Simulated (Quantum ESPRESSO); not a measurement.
Input of a Quantum ESPRESSO 7.5 run:

File pw.in:

```
&CONTROL
  calculation = 'scf'
  prefix = 'pwscf'
  outdir = './tmp'
  pseudo_dir = './pseudo'
  tprnfor = .true.
  tstress = .true.
  disk_io = 'low'
/
&SYSTEM
  ibrav = 0
  celldm(1) = 8
  nat = 12
  ntyp = 1
  ecutwfc = 55
  ecutrho = 440
  nbnd = 105
  occupations = 'smearing'
  smearing = 'fd'
  degauss = 0.00367493
/
&ELECTRONS
  conv_thr = 2.4d-09
  electron_maxstep = 120
  mixing_beta = 0.5
/
ATOMIC_SPECIES
Ge    72.6300 ge_pbe_v1.4.uspp.F.UPF
CELL_PARAMETERS alat
  1.4007594898789   0.0000000000000   0.0000000000000
  0.0000000000000   1.4007594898789   0.0000000000000
  0.0000000000000   0.0000000000000   1.6487860437360
ATOMIC_POSITIONS crystal
Ge     0.3750000000    0.1667000000    0.7500000000
Ge     0.3333000000    0.8750000000    0.5000000000
Ge     0.6250000000    0.8333000000    0.2500000000
Ge     0.6667000000    0.1250000000    0.0000000000
Ge     0.8750000000    0.3333000000    0.5000000000
Ge     0.8333000000    0.6250000000    0.7500000000
Ge     0.1250000000    0.6667000000    0.0000000000
Ge     0.1667000000    0.3750000000    0.2500000000
Ge     0.5750000000    0.4250000000    0.2500000000
Ge     0.9250000000    0.9250000000    0.5000000000
Ge     0.4250000000    0.5750000000    0.7500000000
Ge     0.0750000000    0.0750000000    0.0000000000
K_POINTS automatic
5 5 4 0 0 0
```

Contents of bands.in:

```
&CONTROL
  calculation = 'bands'
  prefix = 'pwscf'
  outdir = './tmp'
  pseudo_dir = './pseudo'
  disk_io = 'low'
  verbosity = 'high'
/
&SYSTEM
  ibrav = 0
  celldm(1) = 8
  nat = 12
  ntyp = 1
  ecutwfc = 55
  ecutrho = 440
  nbnd = 105
  occupations = 'smearing'
  smearing = 'fd'
  degauss = 0.00367493
/
&ELECTRONS
  conv_thr = 1d-08
  electron_maxstep = 120
  mixing_beta = 0.5
  diago_full_acc = .true.
  startingwfc = 'random'
/
ATOMIC_SPECIES
Ge    72.6300 ge_pbe_v1.4.uspp.F.UPF
CELL_PARAMETERS alat
  1.4007594898789   0.0000000000000   0.0000000000000
  0.0000000000000   1.4007594898789   0.0000000000000
  0.0000000000000   0.0000000000000   1.6487860437360
ATOMIC_POSITIONS crystal
Ge     0.3750000000    0.1667000000    0.7500000000
Ge     0.3333000000    0.8750000000    0.5000000000
Ge     0.6250000000    0.8333000000    0.2500000000
Ge     0.6667000000    0.1250000000    0.0000000000
Ge     0.8750000000    0.3333000000    0.5000000000
Ge     0.8333000000    0.6250000000    0.7500000000
Ge     0.1250000000    0.6667000000    0.0000000000
Ge     0.1667000000    0.3750000000    0.2500000000
Ge     0.5750000000    0.4250000000    0.2500000000
Ge     0.9250000000    0.9250000000    0.5000000000
Ge     0.4250000000    0.5750000000    0.7500000000
Ge     0.0750000000    0.0750000000    0.0000000000
K_POINTS crystal
60
 0.0000000000  0.0000000000  0.0000000000 1
 0.0000000000  0.1000000000  0.0000000000 1
 0.0000000000  0.2000000000  0.0000000000 1
 0.0000000000  0.3000000000  0.0000000000 1
 0.0000000000  0.4000000000  0.0000000000 1
 0.0000000000  0.5000000000  0.0000000000 1
 0.0833333333  0.5000000000  0.0000000000 1
 0.1666666667  0.5000000000  0.0000000000 1
 0.2500000000  0.5000000000  0.0000000000 1
 0.3333333333  0.5000000000  0.0000000000 1
 0.4166666667  0.5000000000  0.0000000000 1
 0.5000000000  0.5000000000  0.0000000000 1
 0.4375000000  0.4375000000  0.0000000000 1
 0.3750000000  0.3750000000  0.0000000000 1
 0.3125000000  0.3125000000  0.0000000000 1
 0.2500000000  0.2500000000  0.0000000000 1
 0.1875000000  0.1875000000  0.0000000000 1
 0.1250000000  0.1250000000  0.0000000000 1
 0.0625000000  0.0625000000  0.0000000000 1
 0.0000000000  0.0000000000  0.0000000000 1
 0.0000000000  0.0000000000  0.1000000000 1
 0.0000000000  0.0000000000  0.2000000000 1
 0.0000000000  0.0000000000  0.3000000000 1
 0.0000000000  0.0000000000  0.4000000000 1
 0.0000000000  0.0000000000  0.5000000000 1
 0.0000000000  0.0833333333  0.5000000000 1
 0.0000000000  0.1666666667  0.5000000000 1
 0.0000000000  0.2500000000  0.5000000000 1
 0.0000000000  0.3333333333  0.5000000000 1
 0.0000000000  0.4166666667  0.5000000000 1
 0.0000000000  0.5000000000  0.5000000000 1
 0.0833333333  0.5000000000  0.5000000000 1
 0.1666666667  0.5000000000  0.5000000000 1
 0.2500000000  0.5000000000  0.5000000000 1
 0.3333333333  0.5000000000  0.5000000000 1
 0.4166666667  0.5000000000  0.5000000000 1
 0.5000000000  0.5000000000  0.5000000000 1
 0.4500000000  0.4500000000  0.5000000000 1
 0.4000000000  0.4000000000  0.5000000000 1
 0.3500000000  0.3500000000  0.5000000000 1
 0.3000000000  0.3000000000  0.5000000000 1
 0.2500000000  0.2500000000  0.5000000000 1
 0.2000000000  0.2000000000  0.5000000000 1
 0.1500000000  0.1500000000  0.5000000000 1
 0.1000000000  0.1000000000  0.5000000000 1
 0.0500000000  0.0500000000  0.5000000000 1
 0.0000000000  0.0000000000  0.5000000000 1
 0.0000000000  0.5000000000  0.0000000000 1
 0.0000000000  0.5000000000  0.1000000000 1
 0.0000000000  0.5000000000  0.2000000000 1
 0.0000000000  0.5000000000  0.3000000000 1
 0.0000000000  0.5000000000  0.4000000000 1
 0.0000000000  0.5000000000  0.5000000000 1
 0.5000000000  0.5000000000  0.0000000000 1
 0.5000000000  0.5000000000  0.0833333333 1
 0.5000000000  0.5000000000  0.1666666667 1
 0.5000000000  0.5000000000  0.2500000000 1
 0.5000000000  0.5000000000  0.3333333333 1
 0.5000000000  0.5000000000  0.4166666667 1
 0.5000000000  0.5000000000  0.5000000000 1
```

Potentials or basis: SSSP 1.3 efficiency PBE.

The run is started by

```bash
$ OMP_NUM_THREADS=1 mpirun -n 2 pw.x -nk 2 -in pw.in > pw.out
$ OMP_NUM_THREADS=1 mpirun -n 2 pw.x -nk 2 -in bands.in > bands.out
```

Question: Estimate the band gap on the k mesh.

Answer: 0.70 eV, direct.

Question: Estimate the band gap along the path.

Answer: 0.55 eV, direct.

Question: Estimate the pressure.

Answer: 3.9 GPa.

Stress tensor (GPa, compression positive):
```
4.31 0.00 0.00
0.00 4.31 0.00
0.00 0.00 3.12
```

Caveat: the mesh misses the band edges, which the band path finds closer together.

**Measured values to compare with.**

From “Properties of the exotic metastable ST12 germanium allotrope”, 2017, pmc:5216117, for a powder of Ge: band gap 0.74 ± 0.02 eV (optical).

Against the measured gap of Ge, 0.74 eV (optical; powder; “Properties of the exotic metastable ST12 germanium allotrope”, 2017, pmc:5216117), the calculated 0.55 eV is off by -0.19 eV. Spin-orbit coupling on Ge is left out. The value is that of PBE, without temperature or zero-point motion. Semilocal functionals fall short of measured gaps as a rule.
